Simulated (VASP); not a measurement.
A run of VASP 6.6.1 is set up as follows.

File INCAR:

```
SYSTEM = B
ALGO     = Fast           ! electronic algorithm
EDIFF    = 1E-6           ! SCF threshold, eV
EDIFFG   = -0.01          ! ionic threshold
ENCUT    = 600            ! plane-wave cutoff, eV
GGA      = PE             ! functional
IBRION   = 2              ! ionic algorithm
ISIF     = 3              ! what is computed and relaxed
ISMEAR   = 0              ! smearing method
LASPH    = .True.         ! aspherical terms in the spheres
LCHARG   = .False.        ! write CHGCAR
LREAL    = .False.        ! projectors in reciprocal space
LWAVE    = .False.        ! write WAVECAR
NELM     = 60             ! most SCF steps
NSW      = 100            ! ionic steps
PREC     = Accurate       ! precision mode
SIGMA    = 0.1            ! smearing width, eV
```

The input KPOINTS:

```
k-points
0
Gamma
  15 15 4
  0 0 0
```

The input POSCAR:

```
B
1.0
    2.9691969905      0.0000000000      0.0000000000
   -1.4845984953      2.5714000226      0.0000000000
    0.0000000000      0.0000000000      9.1075481911
B
10
Direct
    0.3333333333      0.6666666667      0.5617055611
    0.6666666667      0.3333333333      0.0617055611
    0.0000000000      0.0000000000      0.7500000000
    0.3333333333      0.6666666667      0.9382944389
    0.0000000000      0.0000000000      0.2500000000
    0.6666666667      0.3333333333      0.4382944389
    0.3333333333      0.6666666667      0.7500000000
    0.0000000000      0.0000000000      0.5000000000
    0.6666666667      0.3333333333      0.2500000000
    0.0000000000      0.0000000000      0.0000000000
```

Potentials or basis: VASP PAW PBE potentials, release 64 (B).

Command:

```console
$ cat potpaw_PBE.64/B/POTCAR > POTCAR
$ mpirun -np 1 vasp_std > vasp.out
```

**Question.** Predict the band gap on the k mesh.

**Answer.** None (metal or under the smearing width).

**Question.** Predict the relaxed cell.

**Answer.** a = 2.964 Å, b = 2.964 Å, c = 9.150 Å, α = 90.00°, β = 90.00°, γ = 120.00°.

**Question.** Predict the space group after relaxing (to 0.05 Å).

**Answer.** P6_3/mmc (No. 194).

Step by step:
| step | energy change (eV) | largest force (eV/Å) | pressure (GPa) | volume (Å³) |
| --- | --- | --- | --- | --- |
| 1 | 0.0000 | 0.0805 | -0.26 | 69.54 |
| 2 | -0.0021 | 0.0321 | 0.32 | 69.42 |
| 3 | -0.0023 | 0.0124 | 0.55 | 69.38 |
| 4 | -0.0027 | 0.0062 | -0.11 | 69.61 |
